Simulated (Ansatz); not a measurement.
# GaAs: the cost of one run

Program: Ansatz 0.2.0. Level of theory: DFT PBEsol, scalar-relativistic, plane waves, PAW. These are calculated values, not measurements.

That is the level of the relaxation; later steps name their own.

## Step 1: The structure to begin with

The structure is cubic, space group F-43m (No. 216). Conventional cell: a = 5.654 Å, b = 5.654 Å, c = 5.654 Å, α = 90.00°, β = 90.00°, γ = 90.00°. Ga (site symmetry -43m) has 4 As at 2.45 Å as nearest neighbours. Around As (site symmetry -43m) lie 4 Ga at 2.45 Å.

Coordinates:

```xyz
2
Lattice="0.0000 2.8268 2.8268 2.8268 0.0000 2.8268 2.8268 2.8268 0.0000" Properties=species:S:1:pos:R:3 pbc="T T T"
Ga    0.0000    0.0000    0.0000
As    1.4134    1.4134    1.4134
```

(A quick probe on a coarse mesh, which set the mesh and smearing, is not shown.)

## Step 3: Relaxing cell and atoms

The input, input.yaml:

```yaml
crystal:
  lattice:
    - [0.0, 2.82685, 2.82685]
    - [2.82685, 0.0, 2.82685]
    - [2.82685, 2.82685, 0.0]
  atoms:
    - { symbol: Ga, position: [0.0, 0.0, 0.0] }
    - { symbol: As, position: [0.25, 0.25, 0.25] }
basis:
  ecutwfc: 420
kpoints:
  mp_grid: { grid: [12, 12, 12] }
hamiltonian:
  xc: pbesol
scf:
  occupations: { method: gaussian, width: 0.02 }
output:
  forces: true
  stress: true
  eigenvalues: true
  write_density: true
  write_potential: true
  elf: true
  volumetric_format: npy
relax:
  adjacent_minimum: "off"
  f_tol: 0.005
  max_steps: 80
  cell: { stress_tol: 0.05 }
```

The run is started by

```
$ ansatz run input.yaml --threads 2 --pin off --max-ram 5120MiB --backend cpu --events-out ev --progress --plain --runs-dir out
```

Q: Estimate wall time and peak memory on 2 threads of Arm Neoverse V1, shared host.

About 9.7 s, with a peak of 0.39 GiB.
